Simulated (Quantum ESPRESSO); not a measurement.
Ge:

```xyz
2
Lattice="4.0904 0.0000 0.0000 -2.0452 3.5424 0.0000 0.0000 0.0000 3.3266" Properties=species:S:1:pos:R:3 pbc="T T T"
Ge    2.0452    1.1808    0.4686
Ge    0.0000    2.3616    2.8580
```

The cell was built by a generator and needn't be a form met in nature.

- Program: Quantum ESPRESSO 7.5
- Task: single point
- Functional: PBE
- Potentials or basis: SSSP 1.3 efficiency PBE
- Cutoff: 748 eV
- Density cutoff: 5987 eV
- k mesh: 8 × 8 × 8
- Occupations: fermi-dirac, width 0.05 eV
- Spin: no spin polarisation

On this cell: pressure -1.6 GPa; largest force under 0.003 eV/Å; band gap on the k mesh none (metal or under the smearing width).

The same run follows on a disturbed copy (atoms moved at random, drawn with an rms of 0.05 Å):

```
CELL_PARAMETERS angstrom
4.09041 0.00000 0.00000
-2.04520 3.54240 0.00000
0.00000 0.00000 3.32658
ATOMIC_POSITIONS crystal
Ge 0.65083 0.32518 0.14543
Ge 0.33473 0.67788 0.86641
```

Task: What does the disturbed cell give?

Result: The energy (extrapolated to zero smearing) moves by +9.7 meV/atom; pressure -1.4 GPa; largest force 0.532 eV/Å; band gap on the k mesh none (metal or under the smearing width).

Forces on the atoms (eV/Å):
```
Ge   0.192  0.495  0.039
Ge  -0.192 -0.495 -0.039
```

Stress tensor (GPa, compression positive):
```
-1.47 -0.56  0.54
-0.56  1.24  1.56
 0.54  1.56 -3.96
```
